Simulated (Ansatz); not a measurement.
CuI in the zincblende structure: a single-point calculation in the plane-wave code Ansatz (PBE). The cell was relaxed with r2SCAN and then strained (uniaxial +2.0 % along x, other directions held), with the atoms relaxed again with r2SCAN; k points keep the names of the unstrained zone.

input.yaml:
```yaml
crystal:
  lattice:
    - [0.0, 3.0120291147, 3.0120291147]
    - [3.072269697, 0.0, 3.0120291147]
    - [3.072269697, 3.0120291147, 0.0]
  atoms:
    - { symbol: Cu, position: [0.0, 0.0, 0.0] }
    - { symbol: I, position: [0.25, 0.25, 0.25] }
kpoints:
  mp_grid: { grid: [8, 8, 8] }
  band_path:
    path:
      - [0.0, 0.0, 0.0]
      - [-0.5, -0.5, 0.0]
      - [-0.375, -0.375, 0.25]
      - [-0.375, 0.0, 0.375]
      - [0.0, 0.0, 0.5]
      - [-0.5, -0.25, 0.25]
    npoints: 1
hamiltonian:
  xc: pbe
scf:
  occupations: { method: fermi_dirac, width: 0.02 }
  n_extra_bands: 4
output:
  forces: true
  stress: true
  eigenvalues: true
```

Run as `ansatz run input.yaml --threads 4 --pin off --max-ram 4608MiB --backend cpu --events-out ev --progress --plain --runs-dir out`. It took 2 s on 4 threads of AMD EPYC 7R43 64-Core Processor (Zen 3), on a shared host, load about 0.4 per core; peak host memory 0.47 GiB.

Abridged output:
```
Pseudopotential: Cu, paw, valence charge 19, recommended cutoff 420 eV (normal)
Pseudopotential: I, paw, valence charge 17, recommended cutoff 420 eV (normal)
Functional definition: PBE
Crystal: 2 atoms, lattice volume = 55.745 Å³
Basis set: ecut = 420 eV, 1075 PW (Γ)
Bands: 22, of which v1, the nominal top of the filled ones, is band 18 counted from 1 (17 counted from 0)
Symmetry: 8 space group operations
Space group: I-4m2 (ITA 119)
k-points: 59 of 512 (time reversal used)
NSCF: frozen V_eff on 6 k-points
Free energy (F): -14138.365099 eV
Fermi energy:    8.721504 eV
--- Stress (GPa, compression-positive) ---
        0.051176       0.000000       0.000000
        0.000000       0.411460       0.000000
        0.000000       0.000000       0.411460
  P = ⅓ Tr σ = 0.2914 GPa (2.914 kbar)
```

Levels at the listed points, from bands.tsv (eV from the Fermi energy, bands near the gap, counted from 0):
```tsv
# k_distance	band_13	band_14	band_15	band_16	band_17	band_18	band_19	band_20	band_21
# fermi_ev = 8.721504
# [0, 0, 0] at k_distance = 0.000000
# [-0.5, -0.5, 0] at k_distance = 1.043015
# [-0.375, -0.375, 0.25] at k_distance = 1.408180
# [-0.375, 0, 0.375] at k_distance = 2.038572
# [0, 0, 0.5] at k_distance = 2.675216
# [-0.5, -0.25, 0.25] at k_distance = 3.412739
# levels_relative_to = fermi_ev
0.000	-2.428	-2.410	-0.597	-0.562	-0.562	0.546	4.287	4.316	4.316
1.043	-2.437	-2.362	-2.326	-2.084	-2.049	2.112	2.278	8.642	9.079
1.408	-2.543	-2.393	-2.272	-2.075	-1.819	2.480	4.002	6.972	7.256
2.039	-2.543	-2.393	-2.272	-2.075	-1.819	2.480	4.002	6.972	7.256
2.675	-2.392	-2.390	-2.345	-1.298	-1.264	1.564	4.782	4.919	6.813
3.413	-2.475	-2.449	-2.325	-2.167	-1.841	3.824	4.013	5.303	5.710
```
In order the rows are Γ, X, U, K, L, W.

With PBE the gap is 1.11 eV and direct, at Γ. With the atoms held, the mean pressure is +0.29 GPa (compression positive).

(Simulation; spin polarisation is off.)

Spin-orbit coupling is left out, which matters wherever the heavy atoms make up the band edges.
